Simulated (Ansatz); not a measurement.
# BeTe: a single-point run

Aim: a sound single-point run of BeTe. The structure is shown as the input types it. The cell is built on a prototype (CsCl type) and needn't be the phase found in nature.

Method: density functional or hybrid calculation with the settings of its input, plane waves (as first typed), in Ansatz 0.2.0.

1 further run of the same task is left out (it didn't finish).

### 1 The starting structure

It takes space group Pm-3m (No. 221, cubic). The conventional cell has a = 3.365 Å, b = 3.365 Å, c = 3.365 Å, α = 90.00°, β = 90.00°, γ = 90.00°. Around Be (site symmetry m-3m) lie 8 Te at 2.91 Å. Te (site symmetry m-3m) is surrounded by 8 Be at 2.91 Å.

The input asks for a charge of +0.1 e on the cell.

As a file:

```xyz
2
Lattice="3.3651 0.0000 0.0000 0.0000 3.3651 0.0000 0.0000 0.0000 3.3651" Properties=species:S:1:pos:R:3 pbc="T T T"
Be    0.0000    0.0000    0.0000
Te    1.6825    1.6825    1.6825
```

### 2 The run

Contents of input.yaml:

```yaml
crystal:
  lattice:
    - [3.3650594837, 0.0, 0.0]
    - [0.0, 3.3650594837, 0.0]
    - [0.0, 0.0, 3.3650594837]
  atoms:
    - { symbol: Be, position: [0.0, 0.0, 0.0] }
    - { symbol: Te, position: [0.5, 0.5, 0.5] }
kpoints:
  mp_grid: { grid: [6, 6, 6] }
hamiltonian:
  xc: r2scan
scf:
  occupations: { method: fermi_dirac, width: 0.02 }
  n_extra_bands: 4
  max_iter: 75
output:
  forces: true
  stress: true
  eigenvalues: true
total_charge: 0.1
```

Started as:

```bash
ansatz run input.yaml --threads 4 --pin off --max-ram 3686MiB --backend cpu --events-out ev --progress --plain --runs-dir out
```

What happens when this is run?

The run converged and reported no error. Convergence says nothing about whether the input makes sense.

In the input, total_charge is 0.1. The net charge is not the one intended, so the run treats another number of electrons.

To check: delete total_charge (the default then holds).
